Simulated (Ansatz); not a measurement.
**Ionic part of the dielectric constant of HfS2 at -1 GPa, mode by mode**

Theory: DFT PBE+D3(BJ), scalar-relativistic, plane waves, PAW in Ansatz. Plane waves to 420 eV; Γ-centred k mesh 12×12×6; fixed occupations. No spin polarisation. Phonons by linear response, acoustic sum rule imposed.

It takes space group P-3m1 (No. 164, trigonal). Conventional cell: a = 3.624 Å, b = 3.624 Å, c = 5.933 Å, α = 90.00°, β = 90.00°, γ = 120.00°. Around Hf (site symmetry -3m) lie 6 S at 2.55 Å. S (site symmetry 3m) has 3 Hf at 2.55 Å as nearest neighbours.

Spin–orbit coupling is left out, which matters for heavy elements.

The primitive cell has V = 67.50 Å³ and ε∞,zz = 5.114. Each polar mode adds Δε = (4.92064×10⁷/V)·S/ν² along z, with S its oscillator strength in e²/amu, ν in cm⁻¹ and V in Å³.

Question: From these modes, find each Δε and ε0,zz.
```
ν (cm⁻¹) S_zz (e²/amu)
   301.5        0.07234
```

Answer:
```json
{"ν (cm⁻¹)": "301.5", "Δε": "0.58"}
```

The sum is 0.580, so ε0,zz = 5.69; the run's tensor has 5.69.

Question: Where do the longitudinal modes lie for a wave vector along z?

Answer: At 318 cm⁻¹. The Lyddane–Sachs–Teller product Π(ν_LO/ν_TO)² = 1.11 matches ε0/ε∞ = 1.11.

Cost: 1 run of about 14 core-minutes, on AMD EPYC 7R43 (Zen 3) (shared hosts).

Along the layer normal, HfS2 screens mainly through its electrons: the lattice adds only 0.58 to an electronic part of 5.114. The one contributing mode is the polar A2u vibration, in which the Hf plane moves against the two S planes of each layer. Its weight is small because it is stiff, stretching the Hf–S bonds, and because its oscillator strength is modest. The latter probably reflects the layered structure: charge can shift between S p and empty Hf d states within a layer, but hardly flows across the van der Waals gap, which keeps the out-of-plane dynamical charges low. The same weak polarity explains why the longitudinal mode, at 318 cm⁻¹, lies only slightly above the transverse one at 301.5 cm⁻¹.

With a single polar mode, the Lyddane–Sachs–Teller agreement shows internal consistency rather than accuracy against experiment. The result should not be carried over to in-plane fields, where the Eu mode of such disulfides is softer and much more strongly polar, so that the lattice contribution is typically far larger.
